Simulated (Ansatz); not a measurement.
# rocksalt-structured HfC

Method: PBE with spin–orbit coupling; two-component spinors; PAW, 420 eV, 12×12×12 k-mesh, Gaussian smearing of 0.05 eV; code Ansatz; PAW files: Ansatz's generated set soft_2.

```
Hf C
1.0
     0.00000    2.32375    2.32375
     2.32375    0.00000    2.32375
     2.32375    2.32375    0.00000
Hf C
1 1
Direct
  0.50000 0.50000 0.50000
  0.00000 0.00000 0.00000
```

The compound is reported in the structure type of the start.

Cell and atoms are those of this level's equilibrium.

The cell has space group Fm-3m (read at 0.01 Å). In it the stress is 0.00, 0.00, 0.00, 0.00, 0.00, 0.00 GPa and the largest force component 0.000 eV/Å. Each change below starts from this cell, without further relaxation. Stress is in GPa, positive in compression, in the order xx, yy, zz, yz, xz, xy; energies are counted from the cell above and are free energies with the smearing's entropy, which match forces and stress in a metal.

Q: What happens when atom 2 (C) is moved by 0.12 Å along x?

A: The energy changes by 53.9 meV per cell, and the force on it along the shift is -0.887 eV/Å (−F/u = 7.39 eV/Å²). Stress: 4.03, -0.14, -0.14, 0.00, 0.00, 0.00.
```
atom  Fx (eV/Å)     Fy     Fz
 Hf1      0.887  0.000  0.000
  C2     -0.887  0.000  0.000
```
In a harmonic crystal the energy would rise by −½F·u = ½ × 7.39 × 0.12² eV = 53.2 meV, which matches.

Q: What stress follows from an engineering strain of 1 % in yy, atoms carried along?

A: -1.02, -4.68, -1.02, 0.00, 0.00, 0.00 GPa; the energy changes by 3.7 meV per cell.
The change of the stress over the strain gives a clamped-atom stiffness of about 468 GPa for this component, a secant value that lies under the elastic constant in tension and over it in compression, by several per cent for each per cent of strain.
In a harmonic crystal the energy would rise by V(½Cε² − σ₀ε), with σ₀ the stress of the unstrained cell, = 3.7 meV, which matches.
